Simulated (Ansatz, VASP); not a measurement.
**PtSe2 in VASP and in Ansatz**

```
CELL_PARAMETERS angstrom
3.86411 0.00000 0.00000
-1.93205 3.34641 0.00000
0.00000 0.00000 6.69637
ATOMIC_POSITIONS crystal
Pt 0.00000 0.00000 0.00000
Se 0.66667 0.33333 0.81388
Se 0.33333 0.66667 0.18612
```

Change from the starting cell: equal strain along all axes, cell held, atoms relaxed: +3.0 %.

Alike in both runs: functional PBE; k mesh 12 × 12 × 4; occupations gaussian, width 0.02 eV; no spin polarisation.

Ansatz relaxed the structure, and its values are those at the end. VASP's run is a single point on that final structure, the one shown.

```csv
,VASP,Ansatz
version,VASP 6.6.1,Ansatz 0.2.0
potentials or method,"VASP PAW PBE potentials, release 64 (Pt, Se)","scalar-relativistic, plane waves, PAW"
plane-wave cutoff (eV),520,420
valence electrons in the cell,22,50
```

```csv
,VASP,Ansatz,Ansatz less VASP
gap on the k mesh at the Fermi level (eV),0.77,0.78,+0.012
least direct gap on the mesh (eV),0.89,0.90,+0.011
pressure (GPa),-2.6,-2.6,+0.04
```

The functional is the same, so the differences come from potentials, cutoffs and numerics. The two sets of potentials don't hold the same shells in valence. Ansatz warned: «stress_scf_threshold_loose».

Caveats: spin-orbit coupling is left out, which moves the levels of the heavy elements; this functional lacks dispersion, which binds the layers, so the pressure and a relaxed spacing across them are unreliable. A k mesh can miss the band edges.
